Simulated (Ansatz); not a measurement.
The elements of this relaxed crystal are hidden behind letters.

```
lattice vectors (Å)
   0.0000    2.5488    2.5488
   2.5488    0.0000    2.5488
   2.5488    2.5488    0.0000
fractional positions
X 0.0000 0.0000 0.0000
Z 0.2500 0.2500 0.2500
Z 0.7500 0.7500 0.7500
```

All numbers below come from DFT PBE, scalar-relativistic, plane waves, PAW (Ansatz). Plane waves to 420 eV, an 8×8×8 mesh through Γ for the 3-atom cell and 0.02 eV Gaussian smearing; no spin polarisation.

```
Space group                              : Fm-3m (No. 225)
Conventional cell                        : a = 5.098 Å
Volume per atom                          : 11.04 Å³
Density                                  : 10.55 g/cm³
Energy over the elements                 : −3.371 eV/atom
Gap on the 8×8×8 mesh of the 3-atom cell : 3.75 eV
```

Energies are uncorrected and count from the elements' standard states at the same level.

Problem. X is a d-block element of period 6 and Z is a p-block element of period 2. Which elements are they?

Solution. X = Hf, Z = O, so the formula is HfO2, here in the fluorite type. Density times volume gives a mean mass of 10.55 × 11.04/1.6605 = 70.1 u per atom, and this set has 70.2 u. Hf has 8 O at 2.21 Å; O is surrounded by 4 Hf at 2.21 Å and 6 O at 2.55 Å. Other sets within the hints have nearly the same mass, so mass alone doesn't settle it; this one was computed.

These runs have no spin–orbit coupling, which can matter for Hf. Kohn–Sham gaps at this level usually fall short of measured ones. A structure relaxed within its symmetry needn't be a true minimum. Another cell of HfO2 relaxed alike, in P4_2/mnm (a Materials Project cell), lies 64 meV/atom lower, so this cell isn't the stable form at this level.
